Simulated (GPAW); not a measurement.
Crystal: Hf.

```
CELL_PARAMETERS angstrom
3.19670 0.00000 0.00000
-1.59835 2.76842 0.00000
0.00000 0.00000 5.05780
ATOMIC_POSITIONS crystal
Hf 0.66667 0.33333 0.75000
Hf 0.33333 0.66667 0.25000
```

```yaml
Program: GPAW 26.7.0
Task: relaxation of cell and atoms
Functional: RPBE
Potentials_or_basis: the program's PAW data sets (release 1.2.1) made for this functional
Cutoff: 600 eV
Basis: pw
k_mesh: 10 × 10 × 5
Occupations: fermi-dirac, width 0.05 eV
Spin: no spin polarisation
```

At the start: pressure 3.8 GPa; volume 22.38 Å³/atom.

Question: How do energy, volume and symmetry change on relaxing?

Answer: Over 6 steps the energy falls by 9.0 meV/atom and the volume is 23.20 Å³/atom (+3.6 %); space group P6_3/mmc (No. 194, to 0.05 Å).

Step by step:
| step | energy change (eV) | largest force (eV/Å) | pressure (GPa) | volume (Å³) |
| --- | --- | --- | --- | --- |
| 1 | 0.0000 | 0.0000 | 3.83 | 44.76 |
| 2 | -0.0100 | 0.0000 | 2.53 | 45.28 |
| 3 | -0.0179 | 0.0000 | 0.06 | 46.34 |
| 4 | -0.0180 | 0.0001 | -0.01 | 46.37 |
| 5 | -0.0180 | 0.0000 | -0.06 | 46.39 |
| 6 | -0.0181 | 0.0000 | -0.05 | 46.39 |

Final structure:
```
Hf
1.0
     3.23940    0.00000    0.00000
    -1.61970    2.80540    0.00000
     0.00000    0.00000    5.10471
Hf
2
Direct
  0.66667 0.33333 0.75000
  0.33333 0.66667 0.25000
```

Caveat: later steps reuse the first step's grids.
